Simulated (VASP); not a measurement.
# ZnS (F-43m) in VASP: a series of runs

The runs below take ZnS through single point, with PBE.

Program: VASP 6.6.1. These are calculated values, not measurements. Logs are shortened: lines on timing, memory, paths and dates and some standing lists are left out, and cuts for length are marked.

### 1 Starting point

Symmetry: F-43m, No. 216, cubic system. The conventional cell has a = 5.404 Å, b = 5.404 Å, c = 5.404 Å, α = 90.00°, β = 90.00°, γ = 90.00°. Zn (site symmetry -43m) has 4 S at 2.34 Å as nearest neighbours. S (site symmetry -43m) is surrounded by 4 Zn at 2.34 Å.

### 2 Single point, PBE, spin-orbit coupling, no magnetisation

INCAR reads:

```
SYSTEM = ZnS
PREC = Accurate
ENCUT = 400
EDIFF = 1E-7
ISMEAR = 0
SIGMA = 0.02
LREAL = .False.
LASPH = .False.
NELM = 100
ALGO = Normal
ISIF = 2
LWAVE = .False.
LCHARG = .False.
LNONCOLLINEAR = .True.
MAGMOM = 0 0 0 0 0 0
LORBIT = 11
LSORBIT = .True.
GGA_COMPAT = .False.
GGA = PE
NBANDS = 34
```

KPOINTS reads:

```
Automatic mesh
0
Gamma
  6 6 6
  0 0 0
```

POSCAR reads:

```
ZnS
1.0
    0.0000000000      2.7020000000      2.7020000000
    2.7020000000      0.0000000000      2.7020000000
    2.7020000000      2.7020000000      0.0000000000
Zn S
1 1
Direct
    0.7500000000      0.7500000000      0.7500000000
    0.0000000000      0.0000000000      0.0000000000
```

Potentials or basis: VASP PAW PBE potentials, release 64 (Zn, S).

Run with:

```console
$ cat potpaw_PBE.64/Zn/POTCAR potpaw_PBE.64/S/POTCAR > POTCAR
$ mpirun -np 1 vasp_ncl > vasp.out
```

OUTCAR:

```text
SYSTEM = ZnS
   PREC = Accurate
   ENCUT = 400
   EDIFF = 1E-7
   ISMEAR = 0
   LREAL = .False.
   LASPH = .False.
   NELM = 100
   ISIF = 2
   LNONCOLLINEAR = .True.
   LORBIT = 11
   LSORBIT = .True.
   GGA = PE

 Found     22 irreducible k-points:

 Following reciprocal coordinates:
            Coordinates               Weight
  0.000000  0.000000  0.000000      1.000000
  0.166667  0.000000  0.000000      4.000000
 -0.166667  0.000000  0.000000      4.000000
  0.333333  0.000000  0.000000      4.000000
 -0.333333  0.000000  0.000000      4.000000
  0.500000  0.000000  0.000000      4.000000
   k-points           NKPTS =     22   k-points in BZ     NKDIM =     22   number of bands    NBANDS=     34
   number of dos      NEDOS =    301   number of ions     NIONS =      2
   total plane-waves  NPLWV =  21952
   dimension x,y,z NGX =    28 NGY =   28 NGZ =   28
   dimension x,y,z NGXF=    56 NGYF=   56 NGZF=   56
   ions per type =               1   1
   NGX,Y,Z   is equivalent  to a cutoff of  12.18, 12.18, 12.18 a.u.
   NGXF,Y,Z  is equivalent  to a cutoff of  24.36, 24.36, 24.36 a.u.
 SYSTEM =  ZnS
   PREC   = accura    normal or accurate (medium, high low for compatibility)
   ISTART =      0    job   : 0-new  1-cont  2-samecut
   ICHARG =      2    charge: 1-file 2-atom 10-const
   ISPIN  =      1    spin polarized calculation?
   LNONCOLLINEAR =      T non collinear calculations
   LSORBIT =      T    spin-orbit coupling
   LASPH  =      F    aspherical Exc in radial PAW
   ENCUT  =  400.0 eV  29.40 Ry    5.42 a.u.   6.23  6.23  6.23*2*pi/ulx,y,z
   NELM   =    100;   NELMIN=  2; NELMDL= -5     # of ELM steps
   EDIFF  = 0.1E-06   stopping-criterion for ELM
   LREAL  =      F    real-space projection
   EDIFFG = 0.1E-05   stopping-criterion for IOM
   NSW    =      0    number of steps for IOM
   IBRION =     -1    ionic relax: 0-MD 1-quasi-New 2-CG
   NFREE  =      0    steps in history (QN), initial steepest desc. (CG)
   ISIF   =      2    stress and relaxation
   ISYM   =      2    0-nonsym 1-usesym 2-fastsym
   POTIM  = 0.5000    time-step for ionic-motion
   TEBEG  =    0.0;   TEEND  =   0.0 temperature during run
   PSTRESS=    0.0 pullay stress
   NELECT =      18.0000    total number of electrons
   NUPDOWN=      -1.0000    fix difference up-down
   EMIN   =  10.00;   EMAX   =-10.00  energy-range for DOS
   EFERMI =   0.00;   METHOD = LEGACY
   ISMEAR =     0;   SIGMA  =   0.02  broadening in eV -4-tet -1-fermi 0-gaus
   EFERMI_NEDOS =   21; number of points for ismear=-14 and -15
[... 254 lines left out ...]
  in kB       15.3234846     15.3234846     15.3234846     -0.0000000      0.0000000      0.0000000
  external PRESSURE =      15.3234846 kB  Pullay stress =       0.0000000 kB

 VOLUME and BASIS-vectors are now :
 -----------------------------------------------------------------------------
  energy-cutoff  :      400.00
  volume of cell :       39.45
      direct lattice vectors                 reciprocal lattice vectors
     0.000000000  2.702000000  2.702000000    -0.185048113  0.185048113  0.185048113
     2.702000000  0.000000000  2.702000000     0.185048113 -0.185048113  0.185048113
     2.702000000  2.702000000  0.000000000     0.185048113  0.185048113 -0.185048113

 POSITION                                       TOTAL-FORCE (eV/Angst)
 -----------------------------------------------------------------------------------
      4.05300      4.05300      4.05300        -0.000000     -0.000000     -0.000000
      0.00000      0.00000      0.00000         0.000000      0.000000      0.000000
 -----------------------------------------------------------------------------------
    total drift:                                0.000001      0.000001      0.000001

  FREE ENERGIE OF THE ION-ELECTRON SYSTEM (eV)
  ---------------------------------------------------
  free  energy   TOTEN  =        -6.8464771205 eV

  energy  without entropy=       -6.8464771205  energy(sigma->0) =       -6.84647712

 Spin-Orbit-Coupling matrix elements

 Ion:    1  E_soc:     -0.0083547
 l=   1
     0.0000000    -0.0004091    -0.0004091
    -0.0004091     0.0000000    -0.0004091
    -0.0004091    -0.0004091     0.0000000
 l=   2
     0.0000000    -0.0002008     0.0000000    -0.0002008    -0.0007825
    -0.0002008     0.0000000    -0.0005869    -0.0002008    -0.0001956
     0.0000000    -0.0005869     0.0000000    -0.0005869     0.0000000
    -0.0002008    -0.0002008    -0.0005869     0.0000000    -0.0001956
    -0.0007825    -0.0001956     0.0000000    -0.0001956     0.0000000
 l=   3
     0.0000000     0.0000000     0.0000000     0.0000000     0.0000000     0.0000000     0.0000000
     0.0000000     0.0000000     0.0000000     0.0000000     0.0000000     0.0000000     0.0000000
     0.0000000     0.0000000     0.0000000     0.0000000     0.0000000     0.0000000     0.0000000
     0.0000000     0.0000000     0.0000000     0.0000000     0.0000000     0.0000000     0.0000000
     0.0000000     0.0000000     0.0000000     0.0000000     0.0000000     0.0000000     0.0000000
     0.0000000     0.0000000     0.0000000     0.0000000     0.0000000     0.0000000     0.0000000
     0.0000000     0.0000000     0.0000000     0.0000000     0.0000000     0.0000000     0.0000000

 Ion:    2  E_soc:     -0.0017771
 l=   1
     0.0000000    -0.0002962    -0.0002962
    -0.0002962     0.0000000    -0.0002962
    -0.0002962    -0.0002962     0.0000000
 l=   2
     0.0000000     0.0000000     0.0000000     0.0000000     0.0000000
     0.0000000     0.0000000     0.0000000     0.0000000     0.0000000
     0.0000000     0.0000000     0.0000000     0.0000000     0.0000000
     0.0000000     0.0000000     0.0000000     0.0000000     0.0000000
     0.0000000     0.0000000     0.0000000     0.0000000     0.0000000
 l=   3
     0.0000000     0.0000000     0.0000000     0.0000000     0.0000000     0.0000000     0.0000000
     0.0000000     0.0000000     0.0000000     0.0000000     0.0000000     0.0000000     0.0000000
     0.0000000     0.0000000     0.0000000     0.0000000     0.0000000     0.0000000     0.0000000
     0.0000000     0.0000000     0.0000000     0.0000000     0.0000000     0.0000000     0.0000000
     0.0000000     0.0000000     0.0000000     0.0000000     0.0000000     0.0000000     0.0000000
     0.0000000     0.0000000     0.0000000     0.0000000     0.0000000     0.0000000     0.0000000
     0.0000000     0.0000000     0.0000000     0.0000000     0.0000000     0.0000000     0.0000000

 total charge

# of ion       s       p       d       tot
------------------------------------------
    1        0.519   0.476   9.799  10.795
    2        1.315   2.437   0.000   3.752
--------------------------------------------------
tot          1.834   2.913   9.799  14.546

 magnetization (x)

# of ion       s       p       d       tot
------------------------------------------
    1        0.000  -0.000   0.000   0.000
    2       -0.000   0.000   0.000  -0.000
--------------------------------------------------
tot          0.000  -0.000   0.000  -0.000

 magnetization (y)

# of ion       s       p       d       tot
------------------------------------------
    1        0.000  -0.000   0.000  -0.000
    2       -0.000   0.000   0.000  -0.000
--------------------------------------------------
tot          0.000  -0.000   0.000  -0.000

 magnetization (z)

# of ion       s       p       d       tot
------------------------------------------
    1       -0.000  -0.000   0.000  -0.000
    2       -0.000   0.000   0.000   0.000
--------------------------------------------------
tot         -0.000   0.000   0.000  -0.000
```

OSZICAR:

```text
N       E                     dE             d eps       ncg     rms          rms(c)
DAV:   1     0.113742942064E+03    0.11374E+03   -0.67303E+03  1498   0.107E+03
DAV:   2     0.546811092543E+01   -0.10827E+03   -0.10008E+03  1528   0.267E+02
DAV:   3    -0.697131916920E+01   -0.12439E+02   -0.12203E+02  1740   0.882E+01
DAV:   4    -0.727327375728E+01   -0.30195E+00   -0.30138E+00  1724   0.142E+01
DAV:   5    -0.727644452244E+01   -0.31708E-02   -0.31701E-02  1758   0.143E+00    0.688E+00
DAV:   6    -0.686025617305E+01    0.41619E+00   -0.53433E-01  2248   0.283E+01    0.531E+00
DAV:   7    -0.684669497580E+01    0.13561E-01   -0.36034E-01  1746   0.453E+00    0.270E+00
DAV:   8    -0.684602107473E+01    0.67390E-03   -0.61436E-03  1642   0.574E-01    0.926E-01
DAV:   9    -0.684631861550E+01   -0.29754E-03   -0.11452E-03  1662   0.272E-01    0.215E-01
DAV:  10    -0.684636926776E+01   -0.50652E-04   -0.11627E-04  1702   0.917E-02    0.105E-01
DAV:  11    -0.684647822280E+01   -0.10896E-03   -0.10327E-04  1650   0.169E-01    0.106E-01
DAV:  12    -0.684647609997E+01    0.21228E-05   -0.36578E-05  1820   0.120E-01    0.120E-02
DAV:  13    -0.684647702327E+01   -0.92329E-06   -0.40220E-06  1624   0.160E-02    0.316E-03
DAV:  14    -0.684647712052E+01   -0.97250E-07   -0.35892E-07  1718   0.118E-02
   1 F= -.68464771E+01 E0= -.68464771E+01  d E =-.565198E-26  mag=    -0.0000    -0.0000     0.0000
```

stdout:

```text
POSCAR found type information on POSCAR ZnS
 POSCAR found :  2 types and       2 ions
 scaLAPACK will be used
 LDA part: xc-table for (Slater+PW92), standard interpolation
 POSCAR, INCAR and KPOINTS ok, starting setup
 FFT: planning ... GRIDC
 FFT: planning ... GRID_SOFT
 FFT: planning ... GRID
 WAVECAR not read
 entering main loop
```

Wall time 34 s (1 thread of AMD EPYC 9R45 (Zen 5), shared host); peak memory 0.22 GiB.

These settings aren't checked as converged: the numbers below hold their error.

What came out:

- Free energy: -6.8465 eV
- Pressure: 1.5 GPa
- Valence electrons inside the program's atomic spheres: Zn 10.79; S 3.75

### 3 Single point, PBE, spin-orbit coupling, no magnetisation

Changes to INCAR since step 2:

```diff
@@ -2,3 +2,3 @@
 PREC = Accurate
-ENCUT = 400
+ENCUT = 650
 EDIFF = 1E-7
@@ -7,3 +7,3 @@
 LREAL = .False.
-LASPH = .False.
+LASPH = .True.
 NELM = 100
```

KPOINTS reads:

```
Automatic mesh
0
Gamma
  5 5 5
  0 0 0
```

POSCAR is that of step 2.

Potentials or basis: VASP PAW PBE potentials, release 64 (Zn, S).

Run with:

```console
$ cat potpaw_PBE.64/Zn/POTCAR potpaw_PBE.64/S/POTCAR > POTCAR
$ mpirun -np 1 vasp_ncl > vasp.out
```

Wall time 34 s (1 thread of AMD EPYC 9R45 (Zen 5), shared host); peak memory 0.28 GiB.

The run converged, but some of its settings lie outside the range that counts as converged, so its numbers aren't taken as properties of the crystal.

What came out:

| Quantity | Value |
| --- | --- |
| Free energy | -6.8408 eV |
| Pressure | 1.8 GPa |
| Valence electrons inside the program's atomic spheres | Zn 10.79; S 3.75 |

Caveat: the k mesh is coarse (spacing up to 0.40 Å⁻¹), so the values aren't converged.

(Part 1 of 2 ends here.)
